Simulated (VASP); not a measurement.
# BN in VASP: one cell, several levels of theory, part 2 of 2

The system is BN, a lower-symmetry cell derived from the rocksalt prototype, a generated structure that needn't be the ground state.

VASP 6.6.1, plane waves, PAW.

### 3 r2SCAN at this geometry

INCAR

```
ENCUT = 520.000000
SIGMA = 0.010000
EDIFF = 1.00e-07
ALGO = Normal
METAGGA = R2SCAN
PREC = Accurate
IBRION = -1
ISIF = 2
ISMEAR = 0
NBANDS = 11
NELM = 120
NSW = 0
LASPH = .TRUE.
LCHARG = .FALSE.
LWAVE = .FALSE.
LREAL = .FALSE.
```

KPOINTS

```
KPOINTS created by Atomic Simulation Environment
0
Gamma
12 12 12
0 0 0
```

KPOINTS_OPT

```
special points
7
Reciprocal
0.0000000000 0.0000000000 0.0000000000 1
0.5000000000 0.0000000000 0.5000000000 1
0.6250000000 0.2500000000 0.6250000000 1
0.3750000000 0.3750000000 0.7500000000 1
0.5000000000 0.5000000000 0.5000000000 1
0.5000000000 0.2500000000 0.7500000000 1
0.0000000000 0.1666666667 -0.1666666667 1
```

POSCAR

```
B  N
 1.0000000000000000
     0.0414342689000000    1.7872602038000001    1.7872602038000001
     1.7872602038000001    0.0414342689000000    1.7872602038000001
     1.7872602038000001    1.7872602038000001    0.0414342689000000
 B   N
   1   1
Cartesian
  0.0000000000000000  0.0000000000000000  0.0000000000000000
  1.8079773382500006  1.8079773382500006  1.8079773382500006
```

Run with:

```bash
> mpirun -np 1 vasp_std
```

Standard output, without the iteration lines:

```text
POSCAR found type information on POSCAR B N
 POSCAR found :  2 types and       2 ions
 -----------------------------------------------------------------------------
|                                                                             |
|                                                                             |
|     You enforced a specific xc type in the INCAR file but a different       |
|     I HOPE YOU KNOW WHAT YOU ARE DOING!                                     |
|                                                                             |
 -----------------------------------------------------------------------------

 LDA part: xc-table for (None), standard interpolation
 POSCAR, INCAR and KPOINTS ok, starting setup
 FFT: planning ... GRIDC
 FFT: planning ... GRID_SOFT
 FFT: planning ... GRID
 WAVECAR not read
 entering main loop
 Start KPOINTS_OPT (optional k-point list driver)
k-point batch [1-7\7]
```

OSZICAR:

```text
N       E                     dE             d eps       ncg     rms          rms(c)
DAV:   1     0.865132639292E+01    0.86513E+01   -0.50952E+03  4313   0.747E+02
DAV:   2    -0.180951317241E+02   -0.26746E+02   -0.25393E+02  4915   0.161E+02
DAV:   3    -0.186287688250E+02   -0.53364E+00   -0.53253E+00  4988   0.192E+01
DAV:   4    -0.186292922509E+02   -0.52343E-03   -0.52341E-03  4554   0.667E-01
DAV:   5    -0.186292925308E+02   -0.27988E-06   -0.27989E-06  4941   0.161E-02    0.611E+00
DAV:   6    -0.153109049366E+02    0.33184E+01   -0.28901E+00  4260   0.880E+00    0.263E+00
DAV:   7    -0.153622769404E+02   -0.51372E-01   -0.21894E-01  4785   0.341E+00    0.156E+00
DAV:   8    -0.153812593104E+02   -0.18982E-01   -0.28139E-02  4566   0.122E+00    0.319E-01
DAV:   9    -0.153803133302E+02    0.94598E-03   -0.73574E-03  4691   0.450E-01    0.649E-02
DAV:  10    -0.153803461749E+02   -0.32845E-04   -0.14543E-04  4668   0.117E-01    0.436E-02
DAV:  11    -0.153803562916E+02   -0.10117E-04   -0.14666E-04  4593   0.781E-02    0.305E-03
DAV:  12    -0.153803567933E+02   -0.50171E-06   -0.29286E-06  4824   0.172E-02    0.380E-03
DAV:  13    -0.153803569660E+02   -0.17276E-06   -0.11464E-07  4617   0.357E-03    0.108E-03
DAV:  14    -0.153803569915E+02   -0.25519E-07   -0.25680E-09  2379   0.560E-04
   1 F= -.15380357E+02 E0= -.15380357E+02  d E =-.132155E-29
       N       E                     dE             ncg
DAV:   1     0.221205131389E+04   -0.20011E+04      162
DAV:   2     0.202411979300E+04   -0.18793E+03      194
DAV:   3     0.202044495570E+04   -0.36748E+01      187
DAV:   4     0.202044210128E+04   -0.28544E-02      163
DAV:   5     0.202044209964E+04   -0.16420E-05      181
DAV:   6     0.202044209963E+04   -0.15484E-08      172
```

OUTCAR, selected sections:

```text
k-points           NKPTS =    189   k-points in BZ     NKDIM =    189   number of bands    NBANDS=     11

   NELECT =       8.0000    total number of electrons

   dimension x,y,z NGX =    20 NGY =   20 NGZ =   20
   dimension x,y,z NGXF=    40 NGYF=   40 NGZF=   40

  energy-cutoff  :      520.00
  volume of cell :       11.02
      direct lattice vectors                 reciprocal lattice vectors
     0.041434269  1.787260204  1.787260204    -0.289679147  0.283115643  0.283115643
     1.787260204  0.041434269  1.787260204     0.283115643 -0.289679147  0.283115643
     1.787260204  1.787260204  0.041434269     0.283115643  0.283115643 -0.289679147

 k-points in reciprocal lattice and weights: KPOINTS created by Atomic Simulation Env
   0.00000000  0.00000000  0.00000000       0.001
   0.08333333 -0.00000000 -0.00000000       0.003
   0.16666667  0.00000000  0.00000000       0.003
   0.25000000  0.00000000 -0.00000000       0.003
   0.33333333 -0.00000000 -0.00000000       0.003
   0.41666667  0.00000000 -0.00000000       0.003
   0.50000000  0.00000000 -0.00000000       0.002
   0.08333333  0.08333333 -0.00000000       0.003
[... 181 more k-points ...]

 E-fermi :  10.1539

 k-point     1 :       0.0000    0.0000    0.0000
  band No.  band energies     occupation
      1     -13.3471      2.00000
      2       8.4011      2.00000
      3       9.2663      2.00000
      4       9.2663      2.00000
      5      18.8372      0.00000
      6      22.5848      0.00000
      7      22.5848      0.00000
      8      22.8443      0.00000
      9      28.2210      0.00000
     10      29.6002      0.00000
     11      29.6002      0.00000

 k-point     2 :       0.0833   -0.0000   -0.0000
  band No.  band energies     occupation
      1     -13.1445      2.00000
      2       8.1320      2.00000
      3       8.6524      2.00000
      4       9.2360      2.00000
      5      19.1008      0.00000
      6      21.8850      0.00000
      7      22.0295      0.00000
      8      22.4673      0.00000
      9      28.6249      0.00000
     10      29.0967      0.00000
     11      30.1344      0.00000

 k-point     3 :       0.1667    0.0000    0.0000
  band No.  band energies     occupation
      1     -12.5423      2.00000
      2       6.1263      2.00000
      3       8.5002      2.00000
      4       9.1714      2.00000
      5      19.1726      0.00000
      6      20.2904      0.00000
      7      20.3792      0.00000
      8      22.3973      0.00000
      9      28.5529      0.00000
     10      30.3011      0.00000
     11      31.6375      0.00000

 k-point     4 :       0.2500    0.0000   -0.0000
  band No.  band energies     occupation
      1     -11.5620      2.00000
      2       3.4259      2.00000
      3       8.5409      2.00000
      4       9.1294      2.00000
      5      18.1993      0.00000
      6      18.5228      0.00000
      7      18.8671      0.00000
      8      22.8918      0.00000
      9      29.2280      0.00000
     10      32.5688      0.00000
     11      33.9735      0.00000

 k-point     5 :       0.3333   -0.0000   -0.0000
  band No.  band energies     occupation
      1     -10.2630      2.00000
      2       0.6674      2.00000
      3       8.6675      2.00000
      4       9.1492      2.00000
      5      16.6665      0.00000
      6      16.9981      0.00000
      7      18.0235      0.00000
      8      23.4127      0.00000
      9      30.7233      0.00000
     10      35.5256      0.00000
     11      37.0216      0.00000

 k-point     6 :       0.4167    0.0000   -0.0000
  band No.  band energies     occupation
      1      -8.8413      2.00000
      2      -1.7068      2.00000
      3       8.8294      2.00000
      4       9.2128      2.00000
      5      15.5427      0.00000
      6      15.9609      0.00000
      7      17.5053      0.00000
      8      23.7194      0.00000
      9      32.6003      0.00000
     10      38.9409      0.00000
     11      40.6138      0.00000

 k-point     7 :       0.5000    0.0000   -0.0000
  band No.  band energies     occupation
      1      -8.0480      2.00000
      2      -2.8290      2.00000
      3       8.9081      2.00000
      4       9.2491      2.00000
      5      15.1302      0.00000
      6      15.5893      0.00000
      7      17.3284      0.00000
      8      23.8167      0.00000
      9      33.7101      0.00000
     10      39.3059      0.00000
     11      42.0928      0.00000

 k-point     8 :       0.0833    0.0833   -0.0000
  band No.  band energies     occupation
      1     -13.0811      2.00000
      2       8.0000      2.00000
      3       8.8323      2.00000
      4       8.8512      2.00000
      5      19.3222      0.00000
      6      20.7784      0.00000
      7      22.5724      0.00000
      8      22.7440      0.00000
      9      27.3790      0.00000
     10      30.0383      0.00000
     11      30.8980      0.00000

 k-point     9 :       0.1667    0.0833   -0.0000
  band No.  band energies     occupation
      1     -12.6154      2.00000
      2       6.9332      2.00000
      3       7.8353      2.00000
      4       9.0606      2.00000
      5      18.9055      0.00000
      6      19.8433      0.00000
      7      22.1080      0.00000
      8      22.5242      0.00000
      9      26.8219      0.00000
     10      31.3858      0.00000
     11      32.2355      0.00000

 k-point    10 :       0.2500    0.0833   -0.0000
  band No.  band energies     occupation
      1     -11.7623      2.00000
      2       4.4589      2.00000
      3       7.5805      2.00000
      4       9.1131      2.00000
      5      17.2232      0.00000
      6      19.4696      0.00000
      7      20.6879      0.00000
      8      22.8975      0.00000
      9      27.5110      0.00000
     10      33.0192      0.00000
     11      34.3415      0.00000

 k-point    11 :       0.3333    0.0833   -0.0000
  band No.  band energies     occupation
      1     -10.5638      2.00000
      2       1.7176      2.00000
      3       7.5766      2.00000
      4       8.9642      2.00000
      5      15.9144      0.00000
      6      18.5805      0.00000
      7      19.2197      0.00000
      8      23.5345      0.00000
      9      29.1144      0.00000
     10      35.2162      0.00000
     11      37.1961      0.00000

[... the tables of k-points 12 to 189 left out ...]

  Total       -0.8464473     -0.8464473     -0.8464473     -1.0273596     -1.0273596     -1.0273596
  in kB     -123.0511480   -123.0511480   -123.0511480   -149.3510245   -149.3510245   -149.3510245
  external PRESSURE =    -123.0511480 kB  Pullay stress =       0.0000000 kB

 POSITION                                       TOTAL-FORCE (eV/Angst)
 -----------------------------------------------------------------------------------
      0.00000      0.00000      0.00000         0.000000      0.000000      0.000000
      1.80798      1.80798      1.80798        -0.000000     -0.000000     -0.000000
 -----------------------------------------------------------------------------------
    total drift:                                0.000000      0.000000      0.000000

  FREE ENERGIE OF THE ION-ELECTRON SYSTEM (eV)
  ---------------------------------------------------
  free  energy   TOTEN  =       -15.3803569915 eV

  energy  without entropy=      -15.3803569915  energy(sigma->0) =      -15.38035699
```

The levels at the points of KPOINTS_OPT are read from vasprun.xml.

Near the gap, in eV above the top of the last filled band v; c is the band after it:

```tsv
point	v−1	v	c	c+1
Γ	-0.81	-0.81	8.76	12.51
X	-6.25	-5.55	0.84	9.49
U	-9.50	-4.31	3.41	11.65
K	-9.50	-4.31	3.41	11.65
L	-0.57	-0.57	5.95	5.95
W	-9.70	-7.37	7.03	8.00
```

The r2SCAN gap is 0.84 eV and indirect ((0.33, 0.17, 0.17) to X), with 5.88 eV as the least direct one. The pressure is -12.31 GPa; the forces vanish within 0.01 eV/Å.

### 4 Results

What follows sums up all 2 parts.

```
 level  gap (eV)  pressure (GPa)  Ansatz: gap (eV)  Ansatz: pressure (GPa)
   PBE      0.72           -8.80              0.72                   -8.67
r2SCAN      0.84          -12.31              0.84                  -12.61
```

What this shows: The gap spans 0.72 eV (PBE) to 0.84 eV (r2SCAN). At this one volume the pressure spans -12.3 GPa (r2SCAN) to -8.8 GPa (PBE): PBE wants the largest cell and r2SCAN the smallest. The two programs agree on the gap within 0.02 eV, far less than the spread between functionals. Datasets and cutoffs are each program's own.
